The gap of a layered semiconductor depends on the crystal, on the density functional and on the program that solves the equations. Here the crystal is held fixed: 3R MoS₂ in one and the same cell, so any difference comes from the functional, from spin-orbit coupling or from the program and its settings.

Kohn-Sham band gaps of 3R MoS₂ (space group R3m, 3-atom cell) from density-functional theory, with functionals and programs as named in the table. All rows use the same fixed geometry and a 10×10×10 k mesh, and the gap is taken between the highest filled and lowest empty levels on that mesh. The basis column gives the energy cutoff.

```
  method      rung           program                           potentials       basis                           spin  spin orbit            smearing  gap (eV)
     LDA       LDA            Ansatz                           Ansatz PAW      420 eV  non-collinear-program-default         yes  fermi-dirac 0.05eV     0.843
     LDA       LDA            Ansatz                          JTH-PAW-LDA     1800 eV                           none          no   fermi-dirac 0.1eV     0.886
     PBE       GGA            Ansatz                           Ansatz PAW      420 eV                           none          no  fermi-dirac 0.05eV     0.953
     PBE       GGA  Quantum ESPRESSO              SSSP-1.3-efficiency-PBE  816.342 eV                           none          no  fermi-dirac 0.05eV     0.957
     PBE       GGA            ABACUS  PseudoDojo-NC-SR-0.4.1-PBE-standard  1102.06 eV                           none          no  fermi-dirac 0.05eV     0.956
  PBE-D4       GGA            Ansatz   Ansatz-NC-or-PseudoDojo-by-element  1088.46 eV                           none          no     gaussian 0.01eV     0.955
  PBEsol       GGA            Ansatz                           Ansatz PAW      420 eV                           none          no     gaussian 0.02eV     0.908
m-r2SCAN  meta-GGA            Ansatz                            Ansatz NC  1088.46 eV                           none          no   fermi-dirac 0.1eV     1.064
```

*How closely do different programs agree when the functional is the same?* The three PBE rows and the PBE-D4 row lie within 0.004 eV of each other, although programs, potentials and basis sets differ. PBE-D4 belongs in this group because the dispersion term changes energies and forces but, at fixed atomic positions, leaves the orbitals alone. This spread is a rough yardstick for the other differences, though it was found for PBE only, and the order within the group means nothing.

*Which gives the larger gap, LDA or PBE?* Without spin-orbit coupling, the PBE mean lies 0.069 eV above LDA, about seventeen times the spread among programs. The fixed cell keeps changes of geometry out of this comparison, though the LDA row also has its own pseudopotentials, cutoff and smearing. In a neighbouring series, with the cell relaxed separately for each functional, LDA would usually draw the layers closer together. The gap would then also carry a change in the coupling between layers.

*Why does a change of functional move the gap at all?* A potential raised equally everywhere would shift both band edges together and leave the gap alone. In LDA and GGAs all orbitals feel one common local potential. To first order, the gap then moves because the highest filled and lowest empty orbitals have their density in different places and so sample a change of that potential differently. PBE adds to LDA a correction that depends on how steeply the density varies, and the computed gaps show that in this crystal it pushes the edges apart. In the same approximation, a correction of the same form but half as strong should open the gap half as much.

*Where, then, should PBEsol lie?* Its exchange energy has a gradient coefficient of about 0.12, against 0.22 in PBE, so it should go about 55% of the way from LDA to PBE. Of the 0.069 eV step that makes 0.55 × 0.069 ≈ 0.038 eV above LDA. The LDA and PBE rows set the scale of this estimate, while the PBEsol row played no part in it.

The computed PBEsol gap is only 0.022 eV above LDA, so the estimate gets the order right and the amount too large. The miss is about four times the spread among the PBE rows, so the different potentials of the LDA row are unlikely to explain all of it. The rule itself is crude: it scales the whole correction by one number, whereas PBEsol weakens the gradient terms of exchange and correlation by different amounts, and in the energy these two terms have opposite signs. The order of PBEsol and PBE is on firmer ground: with the same potentials, PBE lies 0.045 eV higher.

*Why does m-r2SCAN go further still?* Its gap lies 0.109 eV above the PBE mean, a larger step than the one from LDA to PBE. A meta-GGA also uses the kinetic-energy density, which is built from the orbitals themselves. In its usual form, filled and empty orbitals therefore no longer feel one common local potential, and theory expects this to widen most gaps. The table agrees with that expectation, but through a single row.

*What changes when spin-orbit coupling is switched on?* The LDA row that includes it has the smallest gap of all, 0.043 eV below the other LDA row. The direction makes sense: in a crystal without inversion symmetry the coupling can split a conduction valley, and the lower branch then brings the band edge down. The size is less certain, because potentials, cutoff and smearing change between the two rows as well. With tungsten in place of molybdenum, the heavier atom would make such splittings larger.

*Which digits can be trusted?* Judged by the scatter of the PBE rows, differences of 0.01 eV or more between functionals stand clear of the choice of program. As a prediction for the real crystal, even the first decimal is doubtful: the measured gap is roughly 1.3 eV (a recalled value), about 0.3 eV above PBE and 0.2 eV above m-r2SCAN. Band edges that lie between the mesh points could only lower the computed gaps, and spin-orbit coupling and lattice vibrations would usually do the same, so none of these explains the shortfall. The atoms were not relaxed, and PBE finds sizeable forces on sulfur, so the geometry may also shift the gap somewhat. The standard explanation of the shortfall is that orbital energies from such functionals lack most of the jump in potential that comes with adding an electron. Agreement among programs shows that they solve the same equations, not that those equations give the measured gap.

*Does a tenth of an electronvolt matter in a device?* The density of thermally excited carriers in a pure semiconductor varies as exp(−E/2kT), where E is the gap, k Boltzmann's constant and T the temperature. At 300 K and with equal band masses, going from PBE to m-r2SCAN lowers this density about eightfold, whereas the spread among the PBE rows changes it by only 8%. Such carriers can add to the leakage current of a transistor channel. If that current is estimated from a computed gap, the choice of functional therefore matters far more than the choice of program, and the shortfall of PBE against the measured gap matters more still.
